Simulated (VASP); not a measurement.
# InAs (d3) (F-43m) in VASP: further runs, part 3 of 3

VASP 6.6.1. Earlier steps stand in the parts before.

### Step 5. Relaxation of cell and atoms, PBE+D3(BJ) (cell and atoms relaxed tightly for response)

Contents of INCAR:

```
SYSTEM = InAs
PREC = Accurate ; ENCUT = 600
EDIFF = 1E-6 ; ISMEAR = -1
SIGMA = 0.15 ; LREAL = .False.
LASPH = .True. ; NELM = 100
ALGO = Fast ; ISIF = 3
LWAVE = .False. ; LCHARG = .False.
GGA = PE ; IVDW = 12
IBRION = 2 ; NSW = 80
EDIFFG = -0.001
```

Contents of KPOINTS:

```
Automatic mesh
0
Gamma
  12 12 12
  0 0 0
```

Contents of POSCAR:

```
InAs
1.0
    0.0000000000      3.0554705470      3.0554705470
    3.0554705470      0.0000000000      3.0554705470
    3.0554705470      3.0554705470      0.0000000000
In As
1 1
Direct
    0.0000000000      0.0000000000      0.0000000000
    0.2500000000      0.2500000000      0.2500000000
```

Potentials or basis: VASP PAW PBE potentials, release 64 (In_d, As).

Run with:

```
cat potpaw_PBE.64/In_d/POTCAR potpaw_PBE.64/As/POTCAR > POTCAR
mpirun -np 1 vasp_std > vasp.out
```

OUTCAR:

```text
SYSTEM = InAs
   PREC = Accurate
   ENCUT = 600
   EDIFF = 1E-6
   ISMEAR = -1
   LREAL = .False.
   LASPH = .True.
   NELM = 100
   ISIF = 3
   GGA = PE
   IVDW = 12
   IBRION = 2
   NSW = 80
   EDIFFG = -0.001
 IVDW          = 12

 ion  position               nearest neighbor table
   1  0.000  0.000  0.000-   2 2.65   2 2.65   2 2.65   2 2.65
   2  0.250  0.250  0.250-   1 2.65   1 2.65   1 2.65   1 2.65

  LATTYP: Found a face centered cubic cell.
 ALAT       =     6.1109410940

  Lattice vectors:

 A1 = (   0.0000000000,   3.0554705470,   3.0554705470)
 A2 = (   3.0554705470,   0.0000000000,   3.0554705470)
 A3 = (   3.0554705470,   3.0554705470,   0.0000000000)

Analysis of symmetry for initial positions (statically):
=====================================================================
 Subroutine PRICEL returns:
 Original cell was already a primitive cell.

 Routine SETGRP: Setting up the symmetry group for a
 face centered cubic supercell.

 Subroutine GETGRP returns: Found 24 space group operations
 (whereof 24 operations were pure point group operations)
 out of a pool of 48 trial point group operations.

The static configuration has the point symmetry T_d .

Analysis of symmetry for dynamics (positions and initial velocities):
=====================================================================
 Subroutine PRICEL returns:
 Original cell was already a primitive cell.

 Routine SETGRP: Setting up the symmetry group for a
 face centered cubic supercell.

 Subroutine GETGRP returns: Found 24 space group operations
 (whereof 24 operations were pure point group operations)
 out of a pool of 48 trial point group operations.

The dynamic configuration has the point symmetry T_d .

 Subroutine INISYM returns: Found 24 space group operations
 (whereof 24 operations are pure point group operations),
 and found     1 'primitive' translations

----------------------------------------------------------------------------------------

                                     Primitive cell

  volume of cell :      57.0511

[... 104 lines left out ...]
   EFERMI_NEDOS =   21; number of points for ismear=-14 and -15
   IALGO  =     68    algorithm
   IMIX   =      4    mixing-type and parameters
     AMIX     =   0.40;   BMIX     =  1.00
     AMIX_MAG =   1.60;   BMIX_MAG =  1.00
  volume/ion in A,a.u.               =      28.53       192.50
  Fermi-wavevector in a.u.,A,eV,Ry     =   1.114494  2.106087 16.899741  1.242096
  Thomas-Fermi vector in A             =   2.251089
   LORBIT       =      0    0 simple, 1 ext, 2 COOP (PROOUT), +10 PAW based schemes
   GGA     = PE    functional components
   LHFCALC =     F    Hartree Fock is set to
   AEXX    =    0.0000 exact exchange contribution
   IVDW    =    12    specifies the selected vdW correction
   LEPSILON=     F    determine dielectric tensor
   LRPA    =     F    only Hartree local field effects (RPA)
 conjugate gradient relaxation of ions
 non-spin polarized calculation
 RMM-DIIS sequential band-by-band and
  energy-cutoff  :      600.00
  volume of cell :       57.05
 maximum number of plane-waves:      1932
   NGX = 17   NGY = 17   NGZ = 17

--------------------------------------- Ionic step        1  -------------------------------------------

 number of electron      18.0000001 magnetization

 Free energy of the ion-electron system (eV)
  ---------------------------------------------------
  ext. energy  EPLUGINS =         0.00000000
  ---------------------------------------------------
  free energy    TOTEN  =        -7.70717261 eV

  energy without entropy =       -7.70373927  energy(sigma->0) =       -7.70545594

------------------------ aborting loop because EDIFF is reached ----------------------------------------

 Edisp (eV)   -0.62405

 E8    (eV) :    -0.2891
[... 191 lines left out ...]
--------------------------------------- Ionic step        6  -------------------------------------------

 number of electron      18.0000001 magnetization

 Free energy of the ion-electron system (eV)
  ---------------------------------------------------
  ext. energy  EPLUGINS =         0.00000000
  ---------------------------------------------------
  free energy    TOTEN  =        -7.70844805 eV

  energy without entropy =       -7.70496507  energy(sigma->0) =       -7.70670656

 E-fermi :   4.5583     XC(G=0):  -8.9476

 val. band max:        4.1748907921   @ k =   0.0000   0.0000   0.0000
 cond. band min:       4.8955998160   @ k =   0.0833   0.0000   0.0000
 fundamental gap:      0.7207090239
 Fermi energy:         4.5583071085

 k-point     1 :       0.0000    0.0000    0.0000
  band No.  band energies     occupation
      1     -10.1503      2.00000
      2     -10.1503      2.00000
      3     -10.1503      2.00000
      4     -10.0377      2.00000
      5     -10.0377      2.00000
      6      -7.4759      2.00000
      7       3.8096      1.98650
      8       4.1749      1.85597
      9       4.1749      1.85597
     10       4.1749      1.85597
     11       8.0678      0.00000
     12       8.0678      0.00000
     13       8.0678      0.00000
[... 354 lines left out ...]
  band No.  band energies     occupation
      1     -10.2660      2.00000
      2     -10.1164      2.00000
      3     -10.1114      2.00000
      4     -10.0369      2.00000
      5     -10.0321      2.00000
      6      -5.9677      2.00000
      7      -1.3037      2.00000
      8       1.8807      2.00000
      9       2.9713      1.99995
     10       6.3172      0.00002
     11       8.5063      0.00000
     12       9.5377      0.00000
     13      11.0064      0.00000

 [... further k-points ...]

------------------------ aborting loop because EDIFF is reached ----------------------------------------

 Edisp (eV)   -0.62280

 E8    (eV) :    -0.2885
[... 25 lines left out ...]
  FREE ENERGIE OF THE ION-ELECTRON SYSTEM (eV)
  ---------------------------------------------------
  free  energy   TOTEN  =        -8.3312513778 eV

  energy  without entropy=       -8.3277683922  energy(sigma->0) =       -8.32950988

 reached required accuracy - stopping structural energy minimisation
```

Run time: 2.8 min. Hardware: 1 thread of Intel Xeon Platinum 8488C (Sapphire Rapids), shared host; peak memory 0.27 GiB.

Results:

```yaml
Free_energy: -8.3313 eV
Relaxed_volume: 28.58 Å³/atom
Relaxed_cell: a = 4.324 Å, b = 4.324 Å, c = 4.324 Å, α = 60.00°, β = 60.00°, γ = 60.00°
Space_group_after_relaxing_to_0.05_Å: F-43m (No. 216)
Energy_gained_by_relaxing: 0.0 meV/atom
Ionic_steps: 6
Pressure_after_relaxing: 0.0 GPa
Band_gap_on_the_k_mesh: none (metal or under the smearing width)
Dispersion_energy_per_atom: -0.311 eV
```

Final structure:
```
In As
1.0
     0.00000    3.05731    3.05731
     3.05731    0.00000    3.05731
     3.05731    3.05731    0.00000
In As
1 1
Direct
  0.00000 0.00000 0.00000
  0.25000 0.25000 0.25000
```

Caveat: pairwise dispersion overbinds metals, which lowers pressure and volume.

### Step 6. Overview

```csv
task,cell,cutoff (eV),smearing,gap on the mesh (eV),pressure (GPa),relaxed volume (Å³/atom)
single point,"F-43m, 28.53 Å³/atom",520,gaussian 0.1 eV,none,0.1,-
relaxation of cell and atoms,relaxed,600,gaussian 0.1 eV,none,0.0,28.56
single point,cell and atoms relaxed tightly for response,520,fermi-dirac 0.15 eV,none,0.1,-
relaxation of cell and atoms,relaxed from: cell and atoms relaxed tightly for response,600,fermi-dirac 0.15 eV,none,0.0,28.58
```

Alike in all rows: level PBE+D3(BJ); potentials or basis VASP PAW PBE potentials, release 64 (In_d, As); no spin polarisation; k mesh 12 × 12 × 12.

Caveats: pairwise dispersion overbinds metals, which lowers pressure and volume; this crystal is a semiconductor, whose small gap the functional closes, so the metal is an error of the method (some runs).

Absolute energies hang on the potentials; compare differences alone.

### Step 7. Comparison with measurements

Step 2. Against the measured gap of InAs, 0.418 eV (direct; 4.2 K; a printed reference work, data compilation), the calculated 0.00 eV is off by -0.42 eV. Spin-orbit coupling on As, In is left out. The value is that of PBE+D3(BJ) on a finite k mesh, which can miss the band edges, without temperature or zero-point motion. Semilocal functionals fall short of measured gaps as a rule.
